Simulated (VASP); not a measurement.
# MgB2: core levels with LDA

MgB2:

```
Mg B
1.0
     3.08500    0.00000    0.00000
    -1.54250    2.67169    0.00000
     0.00000    0.00000    3.52300
Mg B
1 2
Direct
  0.00000 0.00000 0.00000
  0.66667 0.33333 0.50000
  0.33333 0.66667 0.50000
```

| Quantity | Value |
| --- | --- |
| Program | VASP 6.6.1 |
| Task | core levels |
| Functional | LDA |
| Potentials or basis | VASP PAW LDA potentials, release 64 (Mg, B) |
| Cutoff | 520 eV |
| k mesh | 10 × 10 × 8 |
| Occupations | gaussian, width 0.02 eV |
| Spin | no spin polarisation |
| Further INCAR settings | ALGO = Normal; EDIFF = 1e-07 |

* Pressure: -8.0 GPa
* Band gap on the k mesh: none (metal or under the smearing width)

Stress tensor (GPa, compression positive):
```
-7.95  0.00  0.00
 0.00 -7.95  0.00
 0.00  0.00 -8.16
```

Levels at points of the mesh, in eV from the Fermi level:
| k point | band 1 | band 2 | band 3 | band 4 | band 5 | band 6 | band 7 | band 8 |
| --- | --- | --- | --- | --- | --- | --- | --- | --- |
| (0.00, 0.00, 0.00) | -12.32 | -2.96 | 0.33 | 0.33 | 1.60 | 6.24 | 6.24 | 8.18 |
| (0.50, 0.00, 0.00) | -8.43 | -7.79 | -2.19 | 0.18 | 3.02 | 3.87 | 5.26 | 6.94 |
| (0.00, 0.00, 0.50) | -11.01 | -7.47 | 0.71 | 0.71 | 6.58 | 6.58 | 7.85 | 9.94 |
| (0.50, 0.00, 0.50) | -7.43 | -6.87 | -3.60 | -1.89 | -1.37 | 5.74 | 8.54 | 8.77 |

Core levels (eV, on the scale of the bands):
| atom | levels |
| --- | --- |
| 1 Mg | 1s -1241.5, 2s -69.2, 2p -36.6 |
| 2 B | 1s -164.6 |
| 3 B | 1s -164.6 |

It took 14 s on 1 thread of AMD EPYC 7R43 64-Core Processor (Zen 3) (shared host), peak memory 0.1 GiB.
